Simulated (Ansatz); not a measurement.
Runs of Ansatz 0.2.0 on Ag. The structure is cubic, space group Im-3m (No. 229). Conventional cell: a = 3.311 Å, b = 3.311 Å, c = 3.311 Å, α = 90.00°, β = 90.00°, γ = 90.00°. Around Ag (site symmetry m-3m) lie 8 Ag at 2.87 Å. This isn't the form of Ag at room conditions, which is fcc.

```csv
task,level,cell,k mesh,smearing,atoms under strain,gap on the mesh (eV),pressure (GPa),relaxed volume (Å³/atom)
single point,PBE,as given,11 × 11 × 11,gaussian 0.027 eV,-,none,-0.8,-
elastic constants,LDA,as given,8 × 8 × 8,fermi-dirac 0.05 eV,clamped,none,(b),-
phonons,LDA,as given,8 × 8 × 8,fermi-dirac 0.05 eV,-,none,-,-
relaxation of cell and atoms,BLYP+D4,relaxed,11 × 11 × 11,fermi-dirac 0.05 eV,-,none,0.0,17.54
relaxation of cell and atoms,BLYP+D3(BJ),relaxed,11 × 11 × 11,fermi-dirac 0.05 eV,-,none,0.0,17.07
relaxation of cell and atoms,revPBE+D4,relaxed,11 × 11 × 11,fermi-dirac 0.05 eV,-,none,0.0,(a)
phonons,PBE,as given,8 × 8 × 8,fermi-dirac 0.05 eV,-,none,-,-
relaxation of cell and atoms,revPBE+D3(BJ),relaxed,11 × 11 × 11,fermi-dirac 0.05 eV,-,none,0.0,16.68
```

Alike in all rows: potentials or basis Ansatz PAW; no spin polarisation; cutoff (eV) 420.

**Question.** Fill in the values left out.

**Answer.** (a) 17.05; (b) -11.4.

Caveats: the PAW data sets come from PBE, with cores solved anew for the run's functional, which leaves a small shift of forces and pressure (some runs); the plane-wave basis is chosen anew once the cell has moved, so the energies of steps on either side of that aren't comparable (some runs); pairwise dispersion overbinds metals, which lowers pressure and volume (some runs); the cell is more than 3 GPa from zero pressure, which shifts response properties (some runs); the elastic tensor has a negative eigenvalue, so either the cell is unstable as it stands or the mesh is too thin (some runs).

A k mesh can miss the band edges, and the runs leave out spin-orbit coupling on Ag.

A gap of «none» marks a metal or a gap under the smearing width.
